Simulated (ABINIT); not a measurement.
HfO2: band structure with PW91

The system is HfO2.

```
CELL_PARAMETERS angstrom
0.00000 2.55750 2.55750
2.55750 0.00000 2.55750
2.55750 2.55750 0.00000
ATOMIC_POSITIONS crystal
Hf 0.00000 0.00000 0.00000
O 0.75000 0.75000 0.75000
O 0.25000 0.25000 0.25000
```

Measurements of this composition are mostly on another form, of space group No. 14.

- Program: ABINIT 10.8.3 (patched build)
- Task: band structure
- Functional: PW91
- Potentials or basis: JTH PAW PBE v2.0
- Cutoff: 626 eV
- k mesh: 9 × 9 × 9
- Occupations: fermi-dirac, width 0.05 eV
- Spin: no spin polarisation
- Fine-grid cutoff: 1224.51 eV
- Exchange and correlation inside the PAW spheres: full angular mesh (pawxcdev 0, this build's default; the released program takes 1)

| Item | Value |
| --- | --- |
| Pressure | -6.5 GPa |
| Band gap on the k mesh | 3.83 eV, indirect (least direct gap 3.95 eV) |
| Band gap along the path | 3.73 eV, direct |
| Valence electrons inside the program's atomic spheres | Hf 9.36; O 4.62 |

Levels at the corners of the path, in eV from the valence-band top:
```tsv
point	band 9	band 10	band 11	band 12	band 13	band 14	band 15	band 16
Γ	-5.17	-0.60	-0.60	-0.60	3.82	3.82	5.63	10.09
X	-3.40	-1.49	-1.49	0.00	3.73	5.37	6.40	7.93
W	-2.50	-2.50	-1.35	-0.20	4.72	5.03	6.85	6.85
K	-3.27	-2.17	-1.28	-0.33	4.24	5.29	6.69	7.31
Γ	-5.17	-0.60	-0.60	-0.60	3.82	3.82	5.63	10.09
L	-3.00	-2.67	-1.80	-1.80	4.51	4.51	6.74	8.98
U	-3.27	-2.17	-1.28	-0.33	4.24	5.29	6.69	7.31
W	-2.50	-2.50	-1.35	-0.20	4.72	5.03	6.85	6.85
L	-3.00	-2.67	-1.80	-1.80	4.51	4.51	6.74	8.98
K	-3.27	-2.17	-1.28	-0.33	4.24	5.29	6.69	7.31
```

It took 76 s on 1 thread of Arm Neoverse V1, on a shared host, peak memory 0.14 GiB.

Caveat: the PAW data sets were made with another functional, which shifts forces and pressure a little; spin-orbit coupling is left out, which moves the levels of the heavy elements; the mesh misses the band edges, which the band path finds closer together. As with any semilocal functional, this PW91 gap is likely too small.
